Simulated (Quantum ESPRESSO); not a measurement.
CaSe under changes of volume

One of the cells (25.829 Å³/atom); the others are scaled copies at fixed shape and fractional positions:

```xyz
2
Lattice="0.0000 2.9560 2.9560 2.9560 0.0000 2.9560 2.9560 2.9560 0.0000" Properties=species:S:1:pos:R:3 pbc="T T T"
Se    2.9560    2.9560    2.9560
Ca    0.0000    0.0000    0.0000
```

| Item | Value |
| --- | --- |
| Program | Quantum ESPRESSO 7.5 |
| Functional | PBE |
| Potentials or basis | SSSP 1.3 efficiency PBE |
| Cutoff | 748 eV |
| Density cutoff | 5987 eV |
| k mesh | 8 × 8 × 8 |
| Occupations | fermi-dirac, width 0.05 eV |
| Spin | no spin polarisation |

```tsv
volume (Å³/atom)	energy over the lowest point (meV/atom)	pressure (GPa)	gap on the mesh (eV)
24.280	30.50	4.9	1.86
24.796	17.03	3.5	1.92
25.313	7.71	2.3	1.97
25.829	2.16	1.2	2.02
26.346	0.00	0.2	2.07
26.863	?	?	?
27.379	4.62	-1.6	2.15
```

What does the run at 26.863 Å³/atom give?

Energy over the lowest point 0.92 meV/atom; pressure -0.7 GPa; gap on the mesh 2.11 eV.

Worked out: A Birch-Murnaghan fit of order 3 (a polynomial in V^(-2/3)) to the other rows has its minimum at 26.44 Å³/atom with B0 = V·E''(V) = 48 GPa and B' = 4.1. It gives 0.92 meV/atom at 26.863 Å³/atom, against the run's 0.92, and -dE/dV = -0.7 GPa, against -0.7. A straight line through the other rows of the gap, of slope 2.41 eV per unit of ln V, gives 2.11 eV, against the run's 2.11.

Energies are extrapolated to zero smearing.

A mesh can miss the band edges. Spin-orbit coupling on Se is left out.
